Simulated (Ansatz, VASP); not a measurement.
# CdTe in VASP and in Ansatz

Contents of INCAR:

```
SYSTEM = CdTe
ALGO = Normal ; EDIFF = 1E-6
ENCUT = 520 ; GGA = PE
ISIF = 2 ; ISMEAR = 0
LASPH = .True. ; LCHARG = .False.
LREAL = .False. ; LWAVE = .False.
NBANDS = 16 ; NELM = 80
PREC = Accurate ; SIGMA = 0.05
```

File KPOINTS:

```
k-points
0
Gamma
  10 10 10
  0 0 0
```

Contents of POSCAR:

```
CdTe
1.0
    0.0000000000      3.2184751476      3.2184751476
    3.2184751476      0.0000000000      3.2184751476
    3.2184751476      3.2184751476      0.0000000000
Cd Te
1 1
Direct
    0.0000000000      0.0000000000      0.0000000000
    0.2500000000      0.2500000000      0.2500000000
```

Input for Ansatz:

```yaml
crystal:
  lattice:
    - [0.0, 3.2184751476, 3.2184751476]
    - [3.2184751476, 0.0, 3.2184751476]
    - [3.2184751476, 3.2184751476, 0.0]
  atoms:
    - { symbol: Cd, position: [0.0, 0.0, 0.0] }
    - { symbol: Te, position: [0.25, 0.25, 0.25] }
basis:
  ecutwfc: 420
  ecutrho_ratio: 4
kpoints:
  mp_grid: { grid: [10, 10, 10] }
hamiltonian:
  xc: pbe
scf:
  occupations: { method: gaussian, width: 0.05 }
output:
  forces: true
  stress: true
  eigenvalues: true
```

Alike in both runs: task single point; functional PBE; k mesh 10 × 10 × 10; occupations gaussian, width 0.05 eV; no spin polarisation.

|  | VASP | Ansatz |
| --- | --- | --- |
| version | VASP 6.6.1 | Ansatz 0.2.0 |
| potentials or method | VASP PAW PBE potentials, release 64 (Cd, Te) | scalar-relativistic, plane waves, PAW |
| plane-wave cutoff (eV) | 520 | 420 |
| valence electrons in the cell | 18 | 36 |

Ansatz gave:

- gap on the k mesh at the Fermi level (eV): 0.84
- least direct gap on the mesh (eV): 0.84
- pressure (GPa): 3.6

Task: Which values does VASP return?

Result: gap on the k mesh at the Fermi level (eV): 0.83; least direct gap on the mesh (eV): 0.83; pressure (GPa): 3.7.

The two sets of potentials don't hold the same shells in valence.

Caveats: spin-orbit coupling is left out, which moves the levels of the heavy elements.
